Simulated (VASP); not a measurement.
The system is InSb.

```
CELL_PARAMETERS angstrom
-2.94474 2.94474 1.63638
2.94474 -2.94474 1.63638
2.94474 2.94474 -1.63638
ATOMIC_POSITIONS crystal
In 0.75000 0.25000 0.50000
Sb 0.00000 0.00000 0.00000
```

Measurements of this composition are mostly on another form, of space group No. 216.

```yaml
Program: VASP 6.6.1
Task: relaxation of cell and atoms
Functional: PBEsol
Potentials_or_basis: VASP PAW PBE potentials, release 64 (In, Sb)
Cutoff: 580 eV
k_mesh: 14 × 14 × 14
Occupations: gaussian, width 0.1 eV
Spin: no spin polarisation
```

At the start: pressure -2.6 GPa; volume 28.38 Å³/atom.

Problem. Where does the relaxation end?

Solution. Over 7 steps the energy falls by 14.0 meV/atom and the volume is 26.89 Å³/atom (-5.2 %); space group I-4m2 (No. 119, to 0.05 Å).

The path:
```csv
step,energy change (eV),largest force (eV/Å),pressure (GPa),volume (Å³)
1,0.0000,0.0000,-2.59,56.76
2,-0.0251,0.0000,0.80,53.07
3,-0.0265,0.0000,0.08,53.74
4,-0.0277,0.0000,0.05,53.74
5,-0.0280,0.0000,0.04,53.74
6,-0.0280,0.0000,0.04,53.74
7,-0.0280,0.0000,-0.02,53.79
```

Final structure:
```
In Sb
1.0
    -2.91175    2.91175    1.58611
     2.91175   -2.91175    1.58611
     2.91175    2.91175   -1.58611
In Sb
1 1
Direct
  0.75000 0.25000 0.50000
  0.00000 0.00000 0.00000
```

Caveat: the PAW data sets were made with another functional, which shifts forces and pressure a little.
